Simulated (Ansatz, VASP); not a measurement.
**Co in VASP and in Ansatz**

Contents of INCAR:

```
SYSTEM = Co
PREC = Accurate ; ENCUT = 520
EDIFF = 1E-6 ; ISMEAR = -1
SIGMA = 0.05 ; LREAL = .False.
LASPH = .True. ; NELM = 150
ALGO = Normal ; ISIF = 2
LWAVE = .False. ; LCHARG = .False.
ISPIN = 2 ; MAGMOM = 2 2
LORBIT = 11 ; LMAXMIX = 4
GGA = CA ; NBANDS = 20
```

The input KPOINTS:

```
regular mesh
0
Gamma
  12 12 7
  0 0 0
```

The input POSCAR:

```
Co
1.0
    2.4215367659      0.0000000000      0.0000000000
   -1.2107683830      2.0971123555      0.0000000000
    0.0000000000      0.0000000000      3.9390568819
Co
2
Direct
    0.6666666667      0.3333333333      0.7500000000
    0.3333333333      0.6666666667      0.2500000000
```

input.yaml

```yaml
crystal:
  lattice:
    - [2.4215367659, 0.0, 0.0]
    - [-1.210768383, 2.0971123555, 0.0]
    - [0.0, 0.0, 3.9390568819]
  atoms:
    - { symbol: Co, position: [0.6666666667, 0.3333333333, 0.75], spin: 2.0 }
    - { symbol: Co, position: [0.3333333333, 0.6666666667, 0.25], spin: 2.0 }
kpoints:
  mp_grid: { grid: [12, 12, 7] }
scf:
  occupations: { method: fermi_dirac, width: 0.05 }
hamiltonian:
  xc: lda
  pseudopotentials: { kind: all_electron, lapw: { basis_error: 0.001 } }
magnetization:
  spin_polarized: true
output:
  forces: true
  stress: true
  eigenvalues: true
```

Change from the starting cell: volume scaled by 0.94.

Alike in both runs: task single point; functional LDA; k mesh 12 × 12 × 7; occupations fermi-dirac, width 0.05 eV; collinear spin.

```csv
,VASP,Ansatz
version,VASP 6.6.1,Ansatz 0.2.0
potentials or method,"VASP PAW LDA potentials, release 64 (Co)","all-electron LAPW, scalar-relativistic"
plane-wave cutoff (eV),520,see its input
```

Ansatz gave:

- gap on the k mesh at the Fermi level (eV): none
- pressure (GPa): -0.4
- largest component of the traceless stress (GPa): 1.99
- net moment per atom (μB): 1.49
- size of the moment on the site where the two differ most (μB): 1.53

Task: What did VASP give for the same quantities?

Result: gap on the k mesh at the Fermi level (eV): none; pressure (GPa): -1.1; largest component of the traceless stress (GPa): 2.00; net moment per atom (μB): 1.48; size of the moment on the site where the two differ most (μB): 1.47.

Site moments also hang on the region over which each program counts them. A gap of «none» marks a metal or a gap that the smearing closes. Ansatz ran all-electron here, so the differences hold the error of VASP's frozen core and of both bases.
